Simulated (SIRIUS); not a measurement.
A run of SIRIUS 7.10.0 is set up as follows.

sirius.json

```json
{
  "control": {
    "processing_unit": "cpu",
    "verbosity": 2,
    "num_bands_to_print": 16,
    "print_forces": true,
    "print_stress": true
  },
  "parameters": {
    "electronic_structure_method": "pseudopotential",
    "xc_functionals": ["XC_GGA_X_PBE_SOL", "XC_GGA_C_PBE_SOL"],
    "gk_cutoff": 9.2,
    "pw_cutoff": 18.4,
    "ngridk": [10, 10, 8],
    "shiftk": [0, 0, 0],
    "smearing": "fermi_dirac",
    "smearing_width": 0.0018374661,
    "num_bands": 16,
    "num_mag_dims": 0,
    "num_dft_iter": 100,
    "energy_tol": 1e-08,
    "density_tol": 1e-06
  },
  "iterative_solver": {
    "type": "davidson",
    "min_tolerance": 1e-09,
    "tolerance_scale": [0.1, 0.25]
  },
  "mixer": {
    "type": "anderson",
    "beta": 0.7,
    "max_history": 8
  },
  "settings": {
    "tol_ne": 1e-10,
    "pseudo_grid_cutoff": 6.5
  },
  "unit_cell": {
    "lattice_vectors": [
      [5.724358376716, 0.0, 0.0],
      [-2.862179188358, 4.95743977452, 0.0],
      [0.0, 0.0, 6.100791820742]
    ],
    "atom_coordinate_units": "lattice",
    "atom_types": ["Ti", "B"],
    "atom_files": {
      "B": "B.json",
      "Ti": "Ti.json"
    },
    "atoms": {
      "Ti": [
        [-0.003371, -0.013915, -0.015266]
      ],
      "B": [
        [0.656398, 0.313478, 0.502741],
        [0.331489, 0.666492, 0.494086]
      ]
    }
  }
}
```

Potentials or basis: PseudoDojo 0.4.1 PBEsol standard (scalar relativistic).

Run with:

```bash
$ upf_to_json B.upf
$ upf_to_json Ti.upf
$ OMP_NUM_THREADS=1 sirius.scf --input=sirius.json --output=out.json --task=0
```

Task: Estimate the pressure.

Result: -4.1 GPa.

Task: Predict the largest force.

Result: 0.960 eV/Å.

Task: Predict the band gap on the k mesh.

Result: None (metal or under the smearing width).

Forces in eV/Å, atoms in the order of the input:
```
Ti  -0.204  0.139  0.622
B    0.044  0.794 -0.464
B    0.160 -0.933 -0.158
```
